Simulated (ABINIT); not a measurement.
Planning a run of ABINIT 10.8.3 on CaSe (Fm-3m). The input:

```
acell 3*1.0 Angstrom
rprim 
  -0.000000000000 2.956000000000 2.956000000000
  2.956000000000 -0.000000000000 2.956000000000
  2.956000000000 2.956000000000 -0.000000000000
ntypat 2
znucl 20 34
natom 2
typat 1 2
xred 
  0.000000000000 0.000000000000 0.000000000000
  0.500000000000 0.500000000000 0.500000000000
pp_dirpath "pseudos"
pseudos "Ca.upf, Se.upf"
ecut 48
nspinor 2
iscf -2
irdden 1
kptopt 0
nkpt 26
kpt 
  0.00000000 0.00000000 0.00000000
  0.12500000 0.00000000 0.12500000
  0.25000000 0.00000000 0.25000000
  0.37500000 0.00000000 0.37500000
  0.50000000 0.00000000 0.50000000
  0.53125000 0.06250000 0.53125000
  0.56250000 0.12500000 0.56250000
  0.59375000 0.18750000 0.59375000
  0.62500000 0.25000000 0.62500000
  0.37500000 0.37500000 0.75000000
  0.28125000 0.28125000 0.56250000
  0.18750000 0.18750000 0.37500000
  0.09375000 0.09375000 0.18750000
  0.00000000 0.00000000 0.00000000
  0.12500000 0.12500000 0.12500000
  0.25000000 0.25000000 0.25000000
  0.37500000 0.37500000 0.37500000
  0.50000000 0.50000000 0.50000000
  0.50000000 0.43750000 0.56250000
  0.50000000 0.37500000 0.62500000
  0.50000000 0.31250000 0.68750000
  0.50000000 0.25000000 0.75000000
  0.50000000 0.18750000 0.68750000
  0.50000000 0.12500000 0.62500000
  0.50000000 0.06250000 0.56250000
  0.50000000 -0.00000000 0.50000000
istwfk *1
nband 50
nbdbuf 6
tolwfr 1e-08
nstep 40
prtwf 0
prtvol 0
indata_prefix "in"
outdata_prefix "out"
tmpdata_prefix "tmp"
```

The database entry behind the starting cell differs from later determinations by our own check (0.1 to 0.3 % short, probably kX units), so it need not match the best structure at ambient conditions.

```sh
OMP_NUM_THREADS=1 mpirun -n 4 abinit run.abi > log
```

Q: How long will it take on 4 MPI ranks of Arm Neoverse N1, shared host, and how much memory?

It took 3 min; on shared hardware allow 89 s to 6 min. Peak host memory was 0.52 GiB.

[Paths, hosts, dates, memory and timing lines, banners, echoed tables and standing remarks are left out of the program output.]

[Logs are printed without paths, hosts, clocks, repeated set-up lines and the standing remarks that a program may print on its own settings, such as how far it seeks lower states.]

[Runs of the session that timed out or met a known fault of the program may be left out.]

[Hosts, paths, dates, database ids (printed as entryN), source tags and the programs' standing remarks are cut or masked in the printed files.]

[G0W0 gaps are taken among the corrected bands and points alone; a level outside them can change the order at an edge.]

[Where Ansatz stands beside ABINIT at settings called matched, ABINIT's density can come from a denser mesh and the files from another edition; pairs whose starting gaps differed by over 0.03 eV were left out, so agreement reads better than it is.]
